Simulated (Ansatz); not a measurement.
## Al$_{3}$Cu$_{2}$: how the plane-wave cutoff moves the results

Computed with DFT PBEsol, scalar-relativistic, plane waves, PAW (Ansatz).

```cif
data_structure
_symmetry_space_group_name_H-M 'P 1'
_symmetry_Int_Tables_number 1
_cell_length_a 4.0920
_cell_length_b 4.0920
_cell_length_c 4.9928
_cell_angle_alpha 90.000
_cell_angle_beta 90.000
_cell_angle_gamma 120.000
_cell_volume 72.40
loop_
_atom_site_label
_atom_site_type_symbol
_atom_site_fract_x
_atom_site_fract_y
_atom_site_fract_z
_atom_site_occupancy
Al1 Al 0.00000 0.00000 0.00000 1
Al2 Al 0.33333 0.66667 0.34993 1
Al3 Al 0.66667 0.33333 0.65007 1
Cu1 Cu 0.33333 0.66667 0.83951 1
Cu2 Cu 0.66667 0.33333 0.16049 1
```

- Γ-centred k-mesh: 12×12×8
- occupation rule: Gaussian smearing, 0.1 eV
- spin treatment: unpolarised
- valence charge of the PAW sets: Al 3, Cu 19

The atoms stay fixed while the plane-wave cutoff is varied. ΔE is the energy extrapolated to zero smearing, less that of the reference run (850 eV). The cell isn't necessarily relaxed at this level. Pressure is positive in compression and holds a correction for the finite cutoff (Pulay stress).

Times are rough; the reference took 83 s on 1 thread of Intel(R) Xeon(R) Processor @ 2.50GHz (Skylake/Cascade Lake) (shared host), peak memory 0.81 GiB.

```
cutoff (eV)  ΔE (meV/atom) P (GPa) largest change of a force component (eV/Å) plane waves at Γ  wall time (s)
        150              ?        ?                                           ?                 ?              ?
        200              ?        ?                                           ?                 ?              ?
        250           1104     2.13                                       0.166               625             12
        300            142     1.04                                       0.022               825             18
        350           12.2     0.24                                       0.003              1095             18
        380              ?        ?                                           ?                 ?              ?
        420           1.33     0.13                                       0.000              1397             33
        460           0.76     0.13                                       0.000              1607             40
        520           0.31     0.13                                       0.000              1897             42
        600           0.15     0.13                                       0.000              2425             66
        700              ?        ?                                           ?                 ?              ?
        850           0.00     0.13                                       0.000              4055             83
```

Problem. Fill in the withheld rows.

Solution. The withheld rows:

```json
{"cutoff (eV)": "150", "ΔE (meV/atom)": "35415", "P (GPa)": "22.08", "largest change of a force component (eV/Å)": "0.151", "plane waves at Γ": "303", "wall time (s)": "13"}
{"cutoff (eV)": "200", "ΔE (meV/atom)": "6382", "P (GPa)": "0.61", "largest change of a force component (eV/Å)": "0.279", "plane waves at Γ": "479", "wall time (s)": "9.9"}
{"cutoff (eV)": "380", "ΔE (meV/atom)": "3.48", "P (GPa)": "0.12", "largest change of a force component (eV/Å)": "0.002", "plane waves at Γ": "1263", "wall time (s)": "22"}
{"cutoff (eV)": "700", "ΔE (meV/atom)": "0.07", "P (GPa)": "0.13", "largest change of a force component (eV/Å)": "0.000", "plane waves at Γ": "3039", "wall time (s)": "88"}
```